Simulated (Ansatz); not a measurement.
Space group Im-3m (No. 229). a = 3.919 Å, b = 3.919 Å, c = 3.919 Å, α = 90.00°, β = 90.00°, γ = 90.00°
| atom | site | symmetry | x | y | z |
| --- | --- | --- | --- | --- | --- |
| Bi | 2a | m-3m | 0.0000 | 0.0000 | 0.0000 |

Equation of state of this Bi structure (not necessarily the ground state), with shape and atoms relaxed at each volume where symmetry leaves them free. It has no gap at any of these volumes. Level of theory: DFT PBE+D3(BJ), scalar-relativistic, plane waves, PAW in Ansatz 0.2.0.

Plane waves to 420 eV, a k mesh through Γ of 16×16×16 on the computed 1-atom cell and Gaussian smearing (0.10 eV); no spin polarisation.

| V (Å³/atom) | E − E(largest V) (meV/atom) | P (GPa) |
| --- | --- | --- |
| 26.482 | 54.72 | 10.19 |
| 27.385 | 6.85 | 6.89 |
| 28.288 | -23.89 | 4.14 |
| 29.191 | -40.48 | 1.87 |
| 30.094 | -45.23 | -0.03 |
| 30.996 | -40.19 | -1.59 |
| 31.899 | -27.26 | -2.89 |
| 33.103 | 0.00 | -4.34 |

Fit a third-order Birch–Murnaghan equation to E(V).

V0 = 30.06 Å³/atom, B0 = 58 GPa, B0' = 5.4.

Spin-orbit coupling is left out, which matters for the bands of heavy elements.

This bcc form isn't the element's structure at ambient conditions.

Cost: 8 runs of about 0.5 core-minutes in all, on Arm Neoverse V2 (shared hosts).